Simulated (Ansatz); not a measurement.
**S started on a Si site in diamond Si, 64 atoms, charge +2**

Wanted: geometry, formation energy and gap levels of the defect, compared across PBEsol, HSE06 and r²SCAN.

All numbers are computed with Ansatz 0.2.0 (PAW, plane waves).

## (1) Starting point

64 atoms (63 Si, 1 S); a = 10.866 Å, b = 10.866 Å, c = 10.866 Å, α = 90.00°, β = 90.00°, γ = 90.00°. All atoms were shaken off their sites by about 0.02 Å along each axis. Defect site 1: (0.500, 0.500, 0.500).

Steps to follow: (2) PBEsol relaxation at the single k point (¼, ¼, ¼), on 7 threads of Arm Neoverse-V2; (3) HSE06 single point at the single k point (¼, ¼, ¼), on 7 threads of Arm Neoverse-V2; (4) r²SCAN single point at the single k point (¼, ¼, ¼), on 7 threads of Arm Neoverse-V2.

## (2) PBEsol relaxation in the fixed cell

Contents of in.yaml:

```yaml
crystal:
  lattice:
    - [10.865579, 0.000000, 0.000000]
    - [0.000000, 10.865579, 0.000000]
    - [0.000000, 0.000000, 10.865579]
  atoms:
    - { symbol: Si, position: [0.002446, 0.997365, 0.003763] }
    - { symbol: Si, position: [0.002469, 0.996365, 0.502050] }
    - { symbol: Si, position: [0.002119, 0.498164, 0.000726] }
    - { symbol: Si, position: [0.000235, 0.500559, 0.500404] }
    - { symbol: Si, position: [0.498863, 0.000598, 0.999729] }
    - { symbol: Si, position: [0.500433, 0.999575, 0.502915] }
    - { symbol: Si, position: [0.499552, 0.497974, 0.999152] }
    - { symbol: Si, position: [0.125860, 0.127220, 0.125408] }
    - { symbol: Si, position: [0.125626, 0.123157, 0.624525] }
    - { symbol: Si, position: [0.126488, 0.623511, 0.125250] }
    - { symbol: Si, position: [0.121240, 0.623538, 0.625368] }
    - { symbol: Si, position: [0.624786, 0.122280, 0.127210] }
    - { symbol: Si, position: [0.623744, 0.123139, 0.624143] }
    - { symbol: Si, position: [0.626200, 0.623801, 0.123486] }
    - { symbol: Si, position: [0.624813, 0.627319, 0.620807] }
    - { symbol: Si, position: [0.253098, 0.250608, 0.001411] }
    - { symbol: Si, position: [0.252978, 0.250532, 0.503003] }
    - { symbol: Si, position: [0.248242, 0.748979, 0.999214] }
    - { symbol: Si, position: [0.246753, 0.752435, 0.500132] }
    - { symbol: Si, position: [0.748405, 0.247922, 0.003930] }
    - { symbol: Si, position: [0.751328, 0.247659, 0.498123] }
    - { symbol: Si, position: [0.750388, 0.752162, 0.001260] }
    - { symbol: Si, position: [0.751405, 0.754042, 0.497883] }
    - { symbol: Si, position: [0.375608, 0.374077, 0.125325] }
    - { symbol: Si, position: [0.372892, 0.375087, 0.624412] }
    - { symbol: Si, position: [0.373128, 0.874077, 0.125796] }
    - { symbol: Si, position: [0.378195, 0.874035, 0.628950] }
    - { symbol: Si, position: [0.872111, 0.373276, 0.126347] }
    - { symbol: Si, position: [0.877038, 0.371808, 0.627143] }
    - { symbol: Si, position: [0.875858, 0.876835, 0.121307] }
    - { symbol: Si, position: [0.875685, 0.876537, 0.623661] }
    - { symbol: Si, position: [0.249232, 0.002481, 0.250756] }
    - { symbol: Si, position: [0.253210, 0.000979, 0.750765] }
    - { symbol: Si, position: [0.249639, 0.499183, 0.250665] }
    - { symbol: Si, position: [0.248693, 0.500545, 0.750223] }
    - { symbol: Si, position: [0.749167, 0.001267, 0.248387] }
    - { symbol: Si, position: [0.747298, 0.999632, 0.752897] }
    - { symbol: Si, position: [0.748035, 0.496520, 0.253224] }
    - { symbol: Si, position: [0.748588, 0.497018, 0.743947] }
    - { symbol: Si, position: [0.376195, 0.126060, 0.371399] }
    - { symbol: Si, position: [0.372936, 0.123110, 0.875270] }
    - { symbol: Si, position: [0.375695, 0.626283, 0.373330] }
    - { symbol: Si, position: [0.374915, 0.625826, 0.876065] }
    - { symbol: Si, position: [0.874367, 0.127362, 0.375497] }
    - { symbol: Si, position: [0.877967, 0.125536, 0.874593] }
    - { symbol: Si, position: [0.875578, 0.622946, 0.375340] }
    - { symbol: Si, position: [0.873968, 0.623803, 0.878076] }
    - { symbol: Si, position: [0.998587, 0.248963, 0.249911] }
    - { symbol: Si, position: [0.999613, 0.252682, 0.753077] }
    - { symbol: Si, position: [0.999095, 0.747837, 0.249108] }
    - { symbol: Si, position: [0.002104, 0.746428, 0.750509] }
    - { symbol: Si, position: [0.502262, 0.251327, 0.247933] }
    - { symbol: Si, position: [0.499284, 0.249248, 0.749219] }
    - { symbol: Si, position: [0.499262, 0.751743, 0.248535] }
    - { symbol: Si, position: [0.501904, 0.751078, 0.751443] }
    - { symbol: Si, position: [0.125960, 0.372203, 0.373301] }
    - { symbol: Si, position: [0.125817, 0.376131, 0.873564] }
    - { symbol: Si, position: [0.126072, 0.876629, 0.372139] }
    - { symbol: Si, position: [0.121860, 0.875680, 0.871800] }
    - { symbol: Si, position: [0.625165, 0.373750, 0.370924] }
    - { symbol: Si, position: [0.625236, 0.377353, 0.873018] }
    - { symbol: Si, position: [0.626446, 0.875037, 0.375196] }
    - { symbol: Si, position: [0.623160, 0.871835, 0.874330] }
    - { symbol: S, position: [0.500690, 0.496378, 0.498217] }
  symmetry: { detect: false }
kpoints:
  mp_grid: { grid: [1, 1, 1], shift: [0.25, 0.25, 0.25] }
hamiltonian:
  xc: pbesol
total_charge: 2
scf:
  occupations: { method: fermi_dirac, width: 0.01 }
relax:
  f_tol: 0.03
  max_steps: 80
  escape_saddle: false
  adjacent_minimum: "off"
output:
  forces: true
  eigenvalues: true
  populations: true
  charged_corrections: { epsilon: 11.7 }
```

Run with:

```bash
$ ansatz run in.yaml --threads 7 --pin off --max-ram 13300MiB --runs-dir r --events-out ev --progress --plain
```

Further steps of the session: HSE06 single point; Single point with r²SCAN.

Q: Predict the outcome of this session. Wanted: for each run, formation energy; host gap; top filled to lowest empty.

The runs gave:

| level | time | formation energy (eV) | host gap (eV) | top filled to lowest empty (eV) |
| --- | --- | --- | --- | --- |
| PBEsol, relaxation | 33 s (7 CPU threads) | 0.84 | 0.57 | 0.69 |
| HSE06 | 3.2 min (7 CPU threads) | 0.29 | 1.32 | 1.41 |
| r²SCAN | 48 s (7 CPU threads) | 0.76 | 0.89 | 0.97 |

```
     quantity                             value
   relaxation  4 recorded steps, 0.75 eV gained
largest shift                     0.11 Å (Si15)
```

**In words.** Relaxation gains 0.75 eV, with shifts up to 0.11 Å (Si15). The formation energy at E_F = VBM goes from 0.84 eV (PBEsol) to 0.29 eV (HSE06), as the host gap goes from 0.57 to 1.32 eV. The reservoirs are the elements' reference phases; where the defect changes the composition, the value depends on that choice. r²SCAN shows no level inside the gap that the count of atoms sharing it marks as tightly localised. The HSE06 single point took about 4 times as long as the r²SCAN one on the same kind of device. The host's edges were read at Γ, so band-like levels at this k point need not coincide with them. One k point and a cell of this size can leave errors of several tenths of an eV. The dielectric constant of 11.7 in the correction is an assumed value.
